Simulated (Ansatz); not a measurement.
Cu:

```
Cu
1.0
    -1.44279    1.44279    1.37608
     1.44279   -1.44279    1.37608
     1.44279    1.44279   -1.37608
Cu
1
Direct
  0.00000 0.00000 0.00000
```

This isn't the form of Cu at room conditions, which is fcc.

* Program: Ansatz 0.2.0
* Task: relaxation of cell and atoms
* Functional: PBEsol
* Dispersion: D4
* Potentials or basis: Ansatz PAW
* Cutoff: 420 eV (not typed: the program's choice for these potentials)
* k mesh: 13 × 13 × 13
* Occupations: fermi-dirac, width 0.05 eV
* Spin: no spin polarisation

At the start: volume 11.46 Å³/atom.

Where does the relaxation end?

It ends after 7 steps and the volume is 11.07 Å³/atom (-3.3 %); space group I4/mmm (No. 139, to 0.05 Å).

The path:
```
step  energy change (eV)  largest force (eV/Å)  volume (Å³)
   1              0.0000                0.0000        11.46
   2             -0.0052                0.0000        11.27
   3             -0.0071                0.0000        11.06
   4             -0.0071                0.0000        11.08
   5             -0.0071                0.0000        11.08
   6             -0.0072                0.0000        11.07
   7             -0.0068                0.0000        11.07
```

Final structure:
```xyz
1
Lattice="-1.4226 1.4226 1.3681 1.4226 -1.4226 1.3681 1.4226 1.4226 -1.3681" Properties=species:S:1:pos:R:3 pbc="T T T"
Cu    0.0000    0.0000    0.0000
```

Caveat: the plane-wave basis is chosen anew once the cell has moved, so the energies of steps on either side of that aren't comparable; pairwise dispersion overbinds metals, which lowers pressure and volume; the PAW data sets come from PBE, with cores solved anew for the run's functional, which leaves a small shift of forces and pressure.
